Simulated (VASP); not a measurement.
# CdTe (F-43m) in VASP: notebook, part 2 of 2

VASP 6.6.1. The steps go on from the part before.

### 3 Band structure, PBE

Contents of INCAR:

```
PREC = Accurate
ENCUT = 520
EDIFF = 1E-6
ISMEAR = 0
SIGMA = 0.03
LREAL = F
LASPH = T
NELM = 80
ALGO = Normal
ISIF = 2
LWAVE = F
LCHARG = F
GGA = PE
NBANDS = 16
ICORELEVEL = 1
```

Contents of KPOINTS:

```
regular mesh
0
Gamma
  8 8 8
```

Contents of POSCAR:

```
CdTe                                    
1.0
    0.0000000000      3.3111409341      3.3111409341
    3.3111409341      0.0000000000      3.3111409341
    3.3111409341      3.3111409341      0.0000000000
  Cd              Te            
     1     1
Direct
     0.0000000000000000    0.0000000000000000    0.0000000000000000
     0.2500000000000000    0.2500000000000000    0.2500000000000000
```

KPOINTS_OPT is that of step 2.

Potentials or basis: VASP PAW PBE potentials, release 64 (Cd, Te).

Command:

```sh
> cat potpaw_PBE.64/Cd/POTCAR potpaw_PBE.64/Te/POTCAR > POTCAR
> mpirun -np 1 vasp_std > vasp.out
```

OUTCAR:

```text
PREC = Accurate
   ENCUT = 520
   EDIFF = 1E-6
   ISMEAR = 0
   LREAL = F
   LASPH = T
   NELM = 80
   ISIF = 2
   GGA = PE

 ion  position               nearest neighbor table
   1  0.000  0.000  0.000-   2 2.87   2 2.87   2 2.87   2 2.87
   2  0.250  0.250  0.250-   1 2.87   1 2.87   1 2.87   1 2.87

  LATTYP: Found a face centered cubic cell.
 ALAT       =     6.6222818682

  Lattice vectors:

 A1 = (   0.0000000000,   3.3111409341,   3.3111409341)
 A2 = (   3.3111409341,   0.0000000000,   3.3111409341)
 A3 = (   3.3111409341,   3.3111409341,   0.0000000000)

Analysis of symmetry for initial positions (statically):
=====================================================================
 Subroutine PRICEL returns:
 Original cell was already a primitive cell.

 Routine SETGRP: Setting up the symmetry group for a
 face centered cubic supercell.

 Subroutine GETGRP returns: Found 24 space group operations
 (whereof 24 operations were pure point group operations)
 out of a pool of 48 trial point group operations.

The static configuration has the point symmetry T_d .

Analysis of symmetry for dynamics (positions and initial velocities):
=====================================================================
 Subroutine PRICEL returns:
 Original cell was already a primitive cell.

 Routine SETGRP: Setting up the symmetry group for a
 face centered cubic supercell.

 Subroutine GETGRP returns: Found 24 space group operations
 (whereof 24 operations were pure point group operations)
 out of a pool of 48 trial point group operations.

The dynamic configuration has the point symmetry T_d .

 Subroutine INISYM returns: Found 24 space group operations
 (whereof 24 operations are pure point group operations),
 and found     1 'primitive' translations

----------------------------------------------------------------------------------------

                                     Primitive cell

  volume of cell :      72.6044

  direct lattice vectors                    reciprocal lattice vectors
     0.000000000  3.311140934  3.311140934    -0.151005351  0.151005351  0.151005351
     3.311140934  0.000000000  3.311140934     0.151005351 -0.151005351  0.151005351
     3.311140934  3.311140934  0.000000000     0.151005351  0.151005351 -0.151005351

  length of vectors
     4.682660416  4.682660416  4.682660416     0.261548941  0.261548941  0.261548941

  position of ions in fractional coordinates (direct lattice)
     0.000000000  0.000000000  0.000000000
     0.250000000  0.250000000  0.250000000

  ion indices of the primitive-cell ions
   primitive index   ion index
                 1           1
                 2           2

----------------------------------------------------------------------------------------

 KPOINTS: regular mesh

Automatic generation of k-mesh.
 Grid dimensions read from file:
 generate k-points for:    8    8    8

 Generating k-lattice:

  Cartesian coordinates                     Fractional coordinates (reciprocal lattice)
    -0.018875669  0.018875669  0.018875669     0.125000000  0.000000000  0.000000000
     0.018875669 -0.018875669  0.018875669     0.000000000  0.125000000  0.000000000
     0.018875669  0.018875669 -0.018875669     0.000000000  0.000000000  0.125000000

  Length of vectors
     0.032693618  0.032693618  0.032693618

  Shift w.r.t. Gamma in fractional coordinates (k-lattice)
     0.000000000  0.000000000  0.000000000

 Subroutine IBZKPT returns following result:
 ===========================================

 Found     29 irreducible k-points:

 Following reciprocal coordinates:
            Coordinates               Weight
  0.000000  0.000000  0.000000      1.000000
  0.125000  0.000000  0.000000      8.000000
  0.250000  0.000000  0.000000      8.000000
  0.375000  0.000000  0.000000      8.000000
  0.500000  0.000000  0.000000      4.000000
  0.125000  0.125000  0.000000      6.000000
[... 16 lines left out ...]
  0.500000  0.250000  0.125000     48.000000
 -0.375000  0.250000  0.125000     24.000000
 [... further k-points ...]
   k-points           NKPTS =     29   k-points in BZ     NKDIM =     29   number of bands    NBANDS=     16
   number of dos      NEDOS =    301   number of ions     NIONS =      2
   total plane-waves  NPLWV =  46656
   dimension x,y,z NGX =    36 NGY =   36 NGZ =   36
   dimension x,y,z NGXF=    72 NGYF=   72 NGZF=   72
   ions per type =               1   1
   NGX,Y,Z   is equivalent  to a cutoff of  12.78, 12.78, 12.78 a.u.
   NGXF,Y,Z  is equivalent  to a cutoff of  25.56, 25.56, 25.56 a.u.
 SYSTEM =  unknown system
   PREC   = accura    normal or accurate (medium, high low for compatibility)
   ISTART =      0    job   : 0-new  1-cont  2-samecut
   ICHARG =      2    charge: 1-file 2-atom 10-const
   ISPIN  =      1    spin polarized calculation?
   LNONCOLLINEAR =      F non collinear calculations
   LSORBIT =      F    spin-orbit coupling
   LASPH  =      T    aspherical Exc in radial PAW
   ENCUT  =  520.0 eV  38.22 Ry    6.18 a.u.   8.71  8.71  8.71*2*pi/ulx,y,z
   NELM   =     80;   NELMIN=  2; NELMDL= -5     # of ELM steps
   EDIFF  = 0.1E-05   stopping-criterion for ELM
   LREAL  =      F    real-space projection
   EDIFFG = 0.1E-04   stopping-criterion for IOM
   NSW    =      0    number of steps for IOM
   IBRION =     -1    ionic relax: 0-MD 1-quasi-New 2-CG
   NFREE  =      0    steps in history (QN), initial steepest desc. (CG)
   ISIF   =      2    stress and relaxation
   ISYM   =      2    0-nonsym 1-usesym 2-fastsym
   POTIM  = 0.5000    time-step for ionic-motion
   TEBEG  =    0.0;   TEEND  =   0.0 temperature during run
   PSTRESS=    0.0 pullay stress
   NELECT =      18.0000    total number of electrons
   NUPDOWN=      -1.0000    fix difference up-down
   EMIN   =  10.00;   EMAX   =-10.00  energy-range for DOS
   EFERMI =   0.00;   METHOD = LEGACY
   ISMEAR =     0;   SIGMA  =   0.03  broadening in eV -4-tet -1-fermi 0-gaus
   EFERMI_NEDOS =   21; number of points for ismear=-14 and -15
   IALGO  =     38    algorithm
   IMIX   =      4    mixing-type and parameters
     AMIX     =   0.40;   BMIX     =  1.00
     AMIX_MAG =   1.60;   BMIX_MAG =  1.00
  volume/ion in A,a.u.               =      36.30       244.98
  Fermi-wavevector in a.u.,A,eV,Ry     =   1.028438  1.943466 14.390667  1.057684
  Thomas-Fermi vector in A             =   2.162434
   LORBIT       =      0    0 simple, 1 ext, 2 COOP (PROOUT), +10 PAW based schemes
   GGA     = PE    functional components
   LHFCALC =     F    Hartree Fock is set to
   AEXX    =    0.0000 exact exchange contribution
   IVDW    =     0    specifies the selected vdW correction
   LEPSILON=     F    determine dielectric tensor
   LRPA    =     F    only Hartree local field effects (RPA)
 non-spin polarized calculation
 Gauss-broadening in eV      SIGMA  =   0.03
  energy-cutoff  :      520.00
  volume of cell :       72.60
 maximum number of plane-waves:      1972
   NGX = 17   NGY = 17   NGZ = 17

 number of electron      18.0000006 magnetization

 Free energy of the ion-electron system (eV)
  ---------------------------------------------------
  ext. energy  EPLUGINS =         0.00000000
  ---------------------------------------------------
  free energy    TOTEN  =        -4.81210823 eV

  energy without entropy =       -4.81210823  energy(sigma->0) =       -4.81210823

 the core state eigenenergies are
   1-  1s -26514.0217  2s  -3931.1857  2p  -3526.4412  3s   -728.0545  3p   -595.3438
       3d   -387.7947  4s   -100.2306  4p    -61.2878
   2-  1s -31613.4443  2s  -4841.0161  2p  -4344.4132  3s   -957.2177  3p   -795.8756
       3d   -552.1274  4s   -156.6975  4p   -106.7331  4d    -34.0451

 E-fermi :   1.9634     XC(G=0):  -8.3012

 val. band max:        1.7815638545   @ k =   0.0000   0.0000   0.0000
 cond. band min:       2.3589823009   @ k =   0.0000   0.0000   0.0000
 fundamental gap:      0.5774184464
 Fermi energy:         1.9633955728

 k-point     1 :       0.0000    0.0000    0.0000
  band No.  band energies     occupation
      1      -9.0430      2.00000
      2      -6.3025      2.00000
      3      -6.3025      2.00000
      4      -6.3025      2.00000
      5      -6.0870      2.00000
      6      -6.0870      2.00000
[... 433 lines left out ...]
      3      -6.2192      2.00000
      4      -6.0988      2.00000
      5      -6.0819      2.00000
      6      -5.7043      2.00000
[... 8 lines left out ...]
     15      11.7873      0.00000
     16      12.2181      0.00000

 [... further k-points ...]

------------------------ aborting loop because EDIFF is reached ----------------------------------------

  FORCE on cell =-STRESS in cart. coord.  units (eV):
  Direction    XX          YY          ZZ          XY          YZ          ZX
  --------------------------------------------------------------------------------------
  -------------------------------------------------------------------------------------
  Total        0.0226946      0.0226946      0.0226946      0.0000000     -0.0000000     -0.0000000
  in kB        0.5008064      0.5008064      0.5008064      0.0000000     -0.0000000     -0.0000000
  external PRESSURE =       0.5008064 kB  Pullay stress =       0.0000000 kB

 VOLUME and BASIS-vectors are now :
 -----------------------------------------------------------------------------
  energy-cutoff  :      520.00
  volume of cell :       72.60
      direct lattice vectors                 reciprocal lattice vectors
     0.000000000  3.311140934  3.311140934    -0.151005351  0.151005351  0.151005351
     3.311140934  0.000000000  3.311140934     0.151005351 -0.151005351  0.151005351
     3.311140934  3.311140934  0.000000000     0.151005351  0.151005351 -0.151005351

 POSITION                                       TOTAL-FORCE (eV/Angst)
 -----------------------------------------------------------------------------------
      0.00000      0.00000      0.00000        -0.000000     -0.000000     -0.000000
      1.65557      1.65557      1.65557         0.000000      0.000000      0.000000
 -----------------------------------------------------------------------------------
    total drift:                               -0.000000     -0.000000     -0.000001

  FREE ENERGIE OF THE ION-ELECTRON SYSTEM (eV)
  ---------------------------------------------------
  free  energy   TOTEN  =        -4.8121082317 eV

  energy  without entropy=       -4.8121082317  energy(sigma->0) =       -4.81210823
```

Run time: 69 s. Hardware: 1 thread of Intel Xeon Platinum 8488C (Sapphire Rapids), shared host; peak memory 0.22 GiB.

What came out:

* Free energy: -4.8121 eV
* Pressure: 0.1 GPa
* Band gap on the k mesh: 0.58 eV, direct
* Band gap along the path: 0.58 eV, direct

Levels at the corners of the path, in eV from the valence-band top:
```csv
point,band 5,band 6,band 7,band 8,band 9,band 10,band 11,band 12,band 13,band 14
Γ,-7.87,-7.87,0.00,0.00,0.00,0.58,4.64,4.64,4.64,7.37
X,-7.84,-7.45,-4.00,-1.65,-1.65,2.67,2.74,8.50,8.80,8.80
X,-7.84,-7.45,-4.00,-1.65,-1.65,2.67,2.74,8.50,8.80,8.80
W,-7.87,-7.38,-3.89,-2.08,-1.94,4.03,4.70,5.48,6.32,9.29
W,-7.87,-7.38,-3.89,-2.08,-1.94,4.03,4.70,5.48,6.32,9.29
K,-7.86,-7.41,-3.91,-2.27,-1.37,2.92,4.43,7.21,7.31,7.57
K,-7.86,-7.41,-3.91,-2.27,-1.37,2.92,4.43,7.21,7.31,7.57
Γ,-7.87,-7.87,0.00,0.00,0.00,0.58,4.64,4.64,4.64,7.37
Γ,-7.87,-7.87,0.00,0.00,0.00,0.58,4.64,4.64,4.64,7.37
L,-7.86,-7.57,-4.07,-0.68,-0.68,1.75,5.21,5.21,7.01,8.43
L,-7.86,-7.57,-4.07,-0.68,-0.68,1.75,5.21,5.21,7.01,8.43
U,-7.86,-7.41,-3.91,-2.27,-1.37,2.92,4.43,7.21,7.31,7.57
U,-7.86,-7.41,-3.91,-2.27,-1.37,2.92,4.43,7.21,7.31,7.57
W,-7.87,-7.38,-3.89,-2.08,-1.94,4.03,4.70,5.48,6.32,9.29
W,-7.87,-7.38,-3.89,-2.08,-1.94,4.03,4.70,5.48,6.32,9.29
L,-7.86,-7.57,-4.07,-0.68,-0.68,1.75,5.21,5.21,7.01,8.43
L,-7.86,-7.57,-4.07,-0.68,-0.68,1.75,5.21,5.21,7.01,8.43
K,-7.86,-7.41,-3.91,-2.27,-1.37,2.92,4.43,7.21,7.31,7.57
U,-7.86,-7.41,-3.91,-2.27,-1.37,2.92,4.43,7.21,7.31,7.57
X,-7.84,-7.45,-4.00,-1.65,-1.65,2.67,2.74,8.50,8.80,8.80
```

Core levels (eV, on the scale of the bands):
```tsv
atom	levels
1 Cd	1s -26514.0, 2s -3931.2, 2p -3526.4, 3s -728.1, 3p -595.3, 3d -387.8, 4s -100.2, 4p -61.3
2 Te	1s -31613.4, 2s -4841.0, 2p -4344.4, 3s -957.2, 3p -795.9, 3d -552.1, 4s -156.7, 4p -106.7, 4d -34.0
```

Caveat: spin-orbit coupling is left out, which moves the levels of the heavy elements.

### 4 Against experiment

Step 2. A measured gap of CdTe is 1.607 eV (0 K; a printed reference work, data compilation); the calculated 0.36 eV misses it by -1.25 eV. So large a miss can be the level of theory's own, or it may mean another phase, state or a wrong row. Spin-orbit coupling on Cd, Te is left out. The value is that of LDA, without temperature or zero-point motion. Semilocal functionals fall short of measured gaps as a rule.

Step 3. Measured gap of CdTe: 1.607 eV (0 K; a printed reference work, data compilation). This calculation gives 0.58 eV (-1.03 eV). So large a miss can be the level of theory's own, or it may mean another phase, state or a wrong row. Spin-orbit coupling on Cd, Te is left out. The value is that of PBE, without temperature or zero-point motion. Semilocal functionals fall short of measured gaps as a rule.
